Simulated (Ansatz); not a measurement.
# HfO2 (Pnma) in Ansatz: a series of runs

The runs below take HfO2 through single point, relaxation of cell and atoms, with PBE, r2SCAN+U.

All numbers are computed with Ansatz 0.2.0; they aren't measurements. Logs are shortened: lines on timing, memory, paths and dates and some standing lists are left out, and cuts for length are marked.

## (1) The structure

It takes space group Pnma (No. 62, orthorhombic). Conventional cell: a = 5.556 Å, b = 3.334 Å, c = 6.505 Å, α = 90.00°, β = 90.00°, γ = 90.00°. Hf (site symmetry m) has 7 O at 2.14 to 2.27 Å as nearest neighbours. Around O (site symmetry m) lie 4 Hf at 2.14 to 2.17 Å. O (site symmetry m) is surrounded by 3 Hf at 2.16 to 2.27 Å.

Measurements of this composition are mostly on another form, of space group No. 14.

## (2) Single point, PBE

The input, input.yaml:

```yaml
crystal:
  lattice:
    - [5.556395, 0.0, 0.0]
    - [0.0, 3.333597, 0.0]
    - [0.0, 0.0, 6.504995]
  atoms:
    - { symbol: Hf, position: [0.748682, 0.75, 0.607871] }
    - { symbol: Hf, position: [0.251318, 0.25, 0.392129] }
    - { symbol: Hf, position: [0.248682, 0.75, 0.892129] }
    - { symbol: Hf, position: [0.751318, 0.25, 0.107871] }
    - { symbol: O, position: [0.639499, 0.25, 0.4234] }
    - { symbol: O, position: [0.360501, 0.75, 0.5766] }
    - { symbol: O, position: [0.139499, 0.25, 0.0766] }
    - { symbol: O, position: [0.860501, 0.75, 0.9234] }
    - { symbol: O, position: [0.520794, 0.25, 0.841453] }
    - { symbol: O, position: [0.479206, 0.75, 0.158547] }
    - { symbol: O, position: [0.020794, 0.25, 0.658547] }
    - { symbol: O, position: [0.979206, 0.75, 0.341453] }
hamiltonian:
  xc: pbe
  pseudopotentials: { kind: paw }
kpoints:
  mp_grid: { grid: [2, 4, 2] }
scf:
  occupations: { method: fermi_dirac, width: 0.05 }
output:
  forces: true
  stress: true
  eigenvalues: true
```

Potentials or basis: Ansatz PAW.

The run is started by

```bash
$ ansatz run input.yaml --threads 4 --pin off --max-ram 11264MiB --backend cpu --events-out ev --progress --plain --runs-dir out
```

Log:

```text
Warning: RAYON_NUM_THREADS=4 ignored (pool sized by the plan → 4); use --threads N
Engine: ansatz 0.2.0, x86_64-unknown-linux-gnu
Pseudopotentials: kind: paw
Pseudopotential: Hf, paw, valence charge 26, recommended cutoff 420 eV (normal), Hf.paw.azcp
Pseudopotential: O, paw, valence charge 6, recommended cutoff 420 eV (normal), O.paw.azcp
Functional definition: PBE
  parameter kappa = 0.804
  parameter beta = 0.06672455060314922
  exchange = pbe_x(kappa = kappa, mu = beta*pi^2/3)
  correlation = pbe_c(beta = beta)
Crystal: 12 atoms, lattice volume = 120.491 Å³
Basis set: ecut = 420 eV, 2361 PW (Γ), exchange–correlation on 80×48×90 points (8 copies of the dense FFT grid, shifted against one another)
Bands: 92, of which v1, the nominal top of the filled ones, is band 76 counted from 1 (75 counted from 0)
Symmetry: 8 space group operations
Space group: Pnma (ITA 62), of the structure as read, at distance tolerance 4.9e-5 Å
k-points: 12 of 16
Non-local potential: Hf, projectors of the file, l = 0: 3, l = 1: 2, l = 2: 2, l = 3: 3
Non-local potential: O, projectors of the file, l = 0: 2, l = 1: 2, l = 2: 1
PAW form: soft (Blöchl's): semilocal exchange-correlation on the pseudo side does not see the compensation charge
PAW one-centre angular grid: Hf, 590 points (default); XC on 64 Gauss nodes
PAW one-centre angular grid: O, 110 points (default); XC on 64 Gauss nodes
Initial density: superposition of atomic densities (neutral atoms: chi_scale 0, normalization atom), corrected by the library's trained network
Initial wavefunctions: pseudopotential atomic-orbital guess
Functional: x = pbe(κ = 0.804, μ = 0.2195149727645171), c = pbe(β = 0.06672455060314922)
SCF iter   1: F=—  HF=-67445.058944 eV  |F-HF|=—  |Δ(HF+E_count)|=         —  Δρ=3.89e-3  dr2=1.81e-2  ethr=1.77e-3  ⟨swp⟩=5.0  Hψ=3421  notcnv=0  defer=27
preconditioner: auto → Resta (q_TF=auto, 2.836 Å⁻¹)  ε∞=5.9  [insulator: Δε(μ)=3.421 eV  Ē_g=18.350 eV  σ=0.050 eV  W_gap=1.00  n_scr=42 (ndim 8)  ℏωp=40.6 eV  f_vac=0.000  D(μ)=0.00/eV (n_scr^D=0)  ε∞_Penn≈5.9]
SCF iter   2: F=—  HF=-67445.057432 eV  |F-HF|=—  |Δ(HF+E_count)|=   1.51e-3  Δρ=2.01e-3  dr2=3.34e-3  ethr=1.19e-5  ⟨swp⟩=2.1  Hψ=1977  notcnv=0  defer=43
SCF iter   3: F=—  HF=-67445.057820 eV  |F-HF|=—  |Δ(HF+E_count)|=   3.88e-4  Δρ=8.44e-4  dr2=9.99e-4  ethr=2.20e-6  ⟨swp⟩=2.0  Hψ=1337  notcnv=0  defer=3
automatic band count: iteration 3 solves 88 bands in place of 92: the levels show a gap, and the empty bands left out lie too high to hold charge; the band table lists the bands solved (type scf.n_extra_bands for more)
SCF iter   4: F=—  HF=-67445.057850 eV  |F-HF|=—  |Δ(HF+E_count)|=   3.02e-5  Δρ=2.03e-4  dr2=3.60e-5  ethr=6.57e-7  ⟨swp⟩=2.0  Hψ=1685  notcnv=0  defer=3
SCF iter   5: F=—  HF=-67445.057687 eV  |F-HF|=—  |Δ(HF+E_count)|=   1.63e-4  Δρ=8.15e-5  dr2=6.28e-6  ethr=2.37e-8  ⟨swp⟩=2.1  Hψ=1897  notcnv=0  defer=3
SCF iter   6: F=—  HF=-67445.057687 eV  |F-HF|=—  |Δ(HF+E_count)|=   4.53e-7  Δρ=3.97e-5  dr2=1.59e-6  ethr=4.13e-9  ⟨swp⟩=2.0  Hψ=1704  notcnv=0  defer=3
SCF iter   7: F=—  HF=-67445.057687 eV  |F-HF|=—  |Δ(HF+E_count)|=   2.54e-7  Δρ=1.20e-5  dr2=1.46e-7  ethr=1.05e-9  ⟨swp⟩=2.0  Hψ=1730  notcnv=0  defer=3
SCF iter   8: F=-67445.057687 eV  HF=-67445.057687 eV  |F-HF|=1.15e-8  |Δ(HF+E_count)|=  6.69e-10  Δρ=3.73e-6  dr2=1.68e-8  ethr=6.58e-11  ⟨swp⟩=9.0  Hψ=4681  notcnv=0
SCF 1 converged in 8 iterations: F = -67445.057687 eV  dr2 = 1.68e-8
SCF converged after 8 iterations
Free energy (F): -67445.057687 eV
Harris-Foulkes:  -67445.057687 eV  (|F-HF|=1.15e-8)
Internal energy: -67445.057687 eV  (E = F + TS)
E sigma→0 (E₀):  -67445.057687 eV
Fermi energy:    19.163320 eV
--- Per-component energies (eV) ---
  E_band       = 463.940138
  E_kinetic    = 3091.229512
  E_local      = -21253.110171  (includes V_loc(G=0)·N_el)
  E_nonlocal   = -4589.019082
  E_hartree    = 9808.966536
  E_xc         = -1792.895173
  E_vxc        = -1822.074815  (∫ρ·V_xc dr)
  E_paw        = -28971.456780  (= ΣΔE_a)
  E_vpaw       = 5418.958478  (= ΣTr[D̂ρ^β])
  E_aug_tail   = 0.019889  (compensation charges beyond the density's cutoff)
  E_ewald      = -23738.792418
  E_smearing   = -0.000000  (= −TS)
  E_closure    = 0.000000  (closes the sum)
  Σ components = -67445.057687   (vs F -67445.057687, Δ=0.00e0)
--- Forces (eV/Å), atoms counted from 1 ---
  atom   1  Hf     0.01682671     0.00000000     0.06108370
  atom   2  Hf    -0.01682671     0.00000000    -0.06108370
  atom   3  Hf     0.01682671     0.00000000    -0.06108370
  atom   4  Hf    -0.01682671     0.00000000     0.06108370
  atom   5  O     -0.00008241     0.00000000    -0.00818285
  atom   6  O      0.00008241     0.00000000     0.00818285
  atom   7  O     -0.00008241     0.00000000     0.00818285
  atom   8  O      0.00008241     0.00000000    -0.00818285
  atom   9  O      0.01454785     0.00000000    -0.05972855
  atom  10  O     -0.01454785     0.00000000     0.05972855
  atom  11  O      0.01454785     0.00000000     0.05972855
  atom  12  O     -0.01454785     0.00000000    -0.05972855
  max |Σ_I F_I| component: 5.20e-18 eV/Å
--- Stress (GPa, compression-positive) ---
        3.235257       0.000000       0.000000
        0.000000       3.207863       0.000000
        0.000000       0.000000       3.347186
  P = ⅓ Tr σ = 3.2634 GPa (32.634 kbar)
--- Band table (eV; the first three rows and the last of 12) ---
  k-point 0: bands = ["-43.2915", "-43.2731", "-43.2727", "-43.2685", "-12.3770", "-12.2308", "-12.1709", "-12.0636", "-11.9874", "-11.9321", "-11.9115", "-11.8397", "-11.8330", "-11.8186", "-11.8093", "-11.7899", "-1.3740", "0.2684", "0.2790", "0.8011", "1.1137", "1.1331", "1.1925", "1.3828", "6.7959", "6.8134", "6.8175", "6.8213", "6.8247", "6.8250", "6.8276", "6.8314", "6.8326", "6.8332", "6.8342", "6.8406", "6.8423", "6.8425", "6.8467", "6.8503", "6.8504", "6.8538", "6.8630", "6.8656", "6.8690", "6.8736", "6.8753", "6.8767", "6.8818", "6.8922", "6.9060", "6.9075", "12.2397", "12.3254", "12.7874", "12.9193", "13.0518", "13.4796", "13.4886", "13.5430", "13.8615", "14.0531", "14.1030", "14.2853", "14.8279", "15.0079", "15.0094", "15.4941", "15.6020", "15.8868", "16.1864", "16.5991", "16.6297", "17.0951", "17.3797", "17.4260", "20.8803", "21.7935", "21.8899", "22.4302", "23.0695", "23.2455", "23.3296", "24.0080", "24.1165", "24.1680", "24.3238", "24.4960"]
  k-point 1: bands = ["-43.2846", "-43.2846", "-43.2683", "-43.2683", "-12.2588", "-12.2588", "-12.0837", "-12.0837", "-12.0125", "-12.0125", "-11.8795", "-11.8795", "-11.8462", "-11.8462", "-11.8102", "-11.8102", "-0.6871", "-0.6871", "0.5798", "0.5798", "1.2035", "1.2035", "1.3032", "1.3032", "6.8032", "6.8032", "6.8229", "6.8229", "6.8309", "6.8309", "6.8356", "6.8356", "6.8364", "6.8364", "6.8399", "6.8399", "6.8400", "6.8400", "6.8494", "6.8494", "6.8524", "6.8524", "6.8602", "6.8602", "6.8697", "6.8697", "6.8729", "6.8729", "6.8734", "6.8734", "6.9212", "6.9212", "12.0090", "12.0090", "12.5363", "12.5363", "13.5409", "13.5409", "13.6124", "13.6124", "14.0609", "14.0609", "14.5487", "14.5487", "14.8329", "14.8329", "15.5093", "15.5093", "15.8420", "15.8420", "16.1410", "16.1410", "16.8747", "16.8747", "17.0353", "17.0353", "21.7302", "21.7302", "22.4734", "22.4734", "22.7211", "22.7211", "22.8288", "22.8288", "24.3418", "24.3418", "24.4775", "24.4775"]
  k-point 2: bands = ["-43.2829", "-43.2695", "-43.2666", "-43.2634", "-12.2931", "-12.1553", "-12.1419", "-12.1041", "-12.0542", "-12.0531", "-12.0036", "-11.9857", "-11.9542", "-11.9214", "-11.8482", "-11.8034", "-0.7717", "0.4145", "0.4345", "0.6704", "1.0284", "1.1129", "1.1832", "1.1893", "6.7996", "6.8126", "6.8171", "6.8252", "6.8295", "6.8301", "6.8307", "6.8322", "6.8324", "6.8336", "6.8359", "6.8398", "6.8436", "6.8473", "6.8487", "6.8492", "6.8551", "6.8576", "6.8586", "6.8600", "6.8619", "6.8671", "6.8761", "6.8761", "6.8863", "6.8974", "6.8998", "6.9087", "11.6497", "12.3625", "12.6650", "12.7633", "12.8278", "13.3307", "13.4694", "13.8322", "13.9728", "14.1191", "14.1760", "14.5096", "14.6513", "15.6856", "15.7271", "15.7297", "15.7362", "16.0050", "16.0996", "16.1676", "16.3465", "16.4812", "16.8385", "16.8893", "21.4227", "22.1149", "22.3015", "23.5324", "23.5665", "23.7434", "23.8873", "24.0454", "24.0852", "24.2271", "24.5119", "24.6431"]
  k-point 11: bands = ["-43.2647", "-43.2647", "-43.2647", "-43.2647", "-12.3338", "-12.3338", "-12.3338", "-12.3338", "-11.9839", "-11.9839", "-11.9839", "-11.9839", "-11.8873", "-11.8873", "-11.8873", "-11.8873", "0.3852", "0.3852", "0.3852", "0.3852", "1.0349", "1.0349", "1.0349", "1.0349", "6.8142", "6.8142", "6.8142", "6.8142", "6.8371", "6.8371", "6.8371", "6.8371", "6.8410", "6.8410", "6.8410", "6.8410", "6.8507", "6.8507", "6.8507", "6.8507", "6.8589", "6.8589", "6.8589", "6.8589", "6.8738", "6.8738", "6.8738", "6.8738", "6.8847", "6.8847", "6.8847", "6.8847", "12.0123", "12.0123", "12.0123", "12.0123", "12.9719", "12.9719", "12.9719", "12.9719", "14.2457", "14.2457", "14.2457", "14.2457", "15.8692", "15.8692", "15.8692", "15.8692", "16.1824", "16.1824", "16.1824", "16.1824", "16.7150", "16.7150", "16.7150", "16.7150", "23.2639", "23.2639", "23.2639", "23.2639", "23.6998", "23.6998", "23.6998", "23.6998", "24.8757", "24.8757", "24.8757", "24.8757"]
```

Wall time 2.4 s (4 threads of AMD EPYC 7R43 (Zen 3), shared host); peak memory 0.63 GiB.

Results:

* Free energy: -67445.0577 eV
* Pressure: 3.3 GPa
* Largest force: 0.063 eV/Å
* Band gap on the k mesh: 3.45 eV, direct

Forces on the atoms (eV/Å):
```
Hf   0.017  0.000  0.061
Hf  -0.017  0.000 -0.061
Hf   0.017  0.000 -0.061
Hf  -0.017  0.000  0.061
O    0.000  0.000 -0.008
O    0.000  0.000  0.008
O    0.000  0.000  0.008
O    0.000  0.000 -0.008
O    0.015  0.000 -0.060
O   -0.015  0.000  0.060
O    0.015  0.000  0.060
O   -0.015  0.000 -0.060
```

Caveat: the k mesh is coarse (spacing up to 0.57 Å⁻¹), so the values aren't converged; the pressure holds a Pulay correction of +0.9 GPa for the finite cutoff; spin-orbit coupling is left out, which moves the levels of the heavy elements.

## (3) Relaxation of cell and atoms, r2SCAN+U

input.yaml, as its differences from that of step 2:

```diff
@@ -19,6 +19,7 @@
 hamiltonian:
-  xc: pbe
+  xc: r2scan
   pseudopotentials: { kind: paw }
+  hubbard: { sites: [{ species: Hf, l: d, u_eff: 1.0 }] }
 kpoints:
-  mp_grid: { grid: [2, 4, 2] }
+  mp_grid: { grid: [5, 8, 4] }
 scf:
@@ -29 +30,5 @@
   eigenvalues: true
+relax:
+  f_tol: 0.01
+  max_steps: 40
+  cell: { stress_tol: 0.05 }
```

Potentials or basis: Ansatz PAW.

The run is started by

```bash
$ ansatz run input.yaml --threads 4 --pin off --max-ram 11264MiB --backend cpu --events-out ev --progress --plain --runs-dir out
```

Run time: 94 s. Hardware: 4 threads of AMD EPYC 7R43 (Zen 3), shared host; peak memory 1.4 GiB.

It converged, with:

```
Free energy                            : -67501.0026 eV
Relaxed volume                         : 9.97 Å³/atom
Relaxed cell                           : a = 5.547 Å, b = 3.327 Å, c = 6.483 Å, α = 90.00°, β = 90.00°, γ = 90.00°
Space group after relaxing (to 0.05 Å) : Pnma (No. 62)
Energy gained by relaxing              : 0.4 meV/atom
Ionic steps                            : 6
Pressure after relaxing                : 0.0 GPa
Largest force after relaxing           : 0.005 eV/Å
Band gap on the k mesh                 : 4.13 eV, direct
```

Forces on the atoms (eV/Å):
```
Hf  -0.004  0.000 -0.003
Hf   0.004  0.000  0.003
Hf  -0.004  0.000  0.003
Hf   0.004  0.000 -0.003
O   -0.001  0.000  0.000
O    0.001  0.000  0.000
O   -0.001  0.000  0.000
O    0.001  0.000  0.000
O    0.000  0.000 -0.001
O    0.000  0.000  0.001
O    0.000  0.000  0.001
O    0.000  0.000 -0.001
```

The path:
```
step  energy change (eV)  largest force (eV/Å)  volume (Å³)
   1              0.0000                0.0569       120.49
   2             -0.0036                0.0822       119.39
   3             -0.0054                0.0129       119.67
   4             -0.0055                0.0108       119.68
   5             -0.0056                0.0047       119.65
   6             -0.0051                0.0047       119.65
```

Final structure:
```
Hf O
1.0
     5.54704    0.00000    0.00000
     0.00000    3.32723    0.00000
     0.00000    0.00000    6.48294
Hf O
4 8
Direct
  0.74854 0.75000 0.60793
  0.25146 0.25000 0.39207
  0.24854 0.75000 0.89207
  0.75146 0.25000 0.10793
  0.63964 0.25000 0.42380
  0.36036 0.75000 0.57620
  0.13964 0.25000 0.07620
  0.86036 0.75000 0.92380
  0.52156 0.25000 0.84079
  0.47844 0.75000 0.15921
  0.02156 0.25000 0.65921
  0.97844 0.75000 0.34079
```

Levels at points of the mesh, in eV from the valence-band top:
```tsv
k point	band 72	band 73	band 74	band 75	band 76	band 77	band 78	band 79	band 80	band 81
(0.00, 0.00, 0.00)	-0.83	-0.81	-0.31	-0.05	0.00	4.13	5.06	5.14	5.73	6.34
(0.00, 0.00, -0.50)	-1.31	-0.56	-0.56	-0.39	-0.39	5.00	5.00	5.70	5.70	5.99
(0.00, -0.50, 0.00)	-1.49	-0.80	-0.80	-0.70	-0.70	5.88	5.88	6.68	6.68	6.78
(0.00, -0.50, -0.50)	-1.08	-0.89	-0.89	-0.77	-0.77	5.83	5.83	6.92	6.92	6.95
```

Eigenvalues of the final occupation matrices:
```
  site  spin  trace               eigenvalues
site 1     1   1.05  0.18 0.19 0.22 0.23 0.24
site 2     1   1.05  0.18 0.19 0.22 0.23 0.24
site 3     1   1.05  0.18 0.19 0.22 0.23 0.24
site 4     1   1.05  0.18 0.19 0.22 0.23 0.24
```

Caveat: odd divisions of the mesh miss points on the zone boundary, where band edges often lie, so the gap on the mesh can be too wide; the plane-wave basis is chosen anew once the cell has moved, so the energies of steps on either side of that aren't comparable; spin-orbit coupling is left out, which moves the levels of the heavy elements; the PAW data sets come from PBE, with cores solved anew for the run's functional, which leaves a small shift of forces and pressure. A k mesh can miss the band edges.
